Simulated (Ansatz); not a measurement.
# AlGaAs2: the cost of one run

Computed with Ansatz 0.2.0 (DFT PBE, scalar-relativistic, plane waves, PAW, unless a step's input says otherwise).

## Step 1: The structure to begin with

The structure is tetragonal, space group P-4m2 (No. 115). Conventional cell: a = 3.869 Å, b = 3.869 Å, c = 5.472 Å, α = 90.00°, β = 90.00°, γ = 90.00°. Al (site symmetry -4m2) is surrounded by 4 As at 2.37 Å. Around Ga (site symmetry -4m2) lie 4 As at 2.37 Å. As (site symmetry 2mm) is surrounded by 2 Al at 2.37 Å and 2 Ga at 2.37 Å.

Coordinates:

```
CELL_PARAMETERS angstrom
3.86906 0.00000 0.00000
0.00000 3.86906 0.00000
0.00000 0.00000 5.47168
ATOMIC_POSITIONS crystal
Al 0.00000 0.00000 0.00000
Ga 0.50000 0.50000 0.50000
As 0.50000 0.00000 0.25000
As 0.00000 0.50000 0.75000
```

The start is an ordering of an alloy on its end members' structure types: elements ordered on the sites of the AlAs type, Al/Ga on Al (P-4m2, No. 115).

## Step 2: A first look at the guess

Contents of input.yaml:

```yaml
crystal:
  lattice:
    - [3.86906434, 0.0, 0.0]
    - [0.0, 3.86906434, 0.0]
    - [0.0, 0.0, 5.47168327]
  atoms:
    - { symbol: Al, position: [0.0, 0.0, 0.0] }
    - { symbol: Ga, position: [0.5, 0.5, 0.5] }
    - { symbol: As, position: [0.5, 0.0, 0.25] }
    - { symbol: As, position: [0.0, 0.5, 0.75] }
basis:
  ecutwfc: 420
kpoints:
  mp_grid: { grid: [4, 4, 4] }
hamiltonian:
  xc: pbe
scf:
  occupations: { method: gaussian, width: 0.1 }
  lower_state_search: "off"
output:
  forces: true
  stress: true
  eigenvalues: true
```

Started as:

```
ansatz run input.yaml --threads 1 --pin off --max-ram 2560MiB --backend cpu --events-out ev --progress --plain --runs-dir out
```

What time and memory should one allow on 1 thread of Intel Xeon at 2.70GHz, shared host?

About 3.5 s, with a peak of 0.35 GiB.
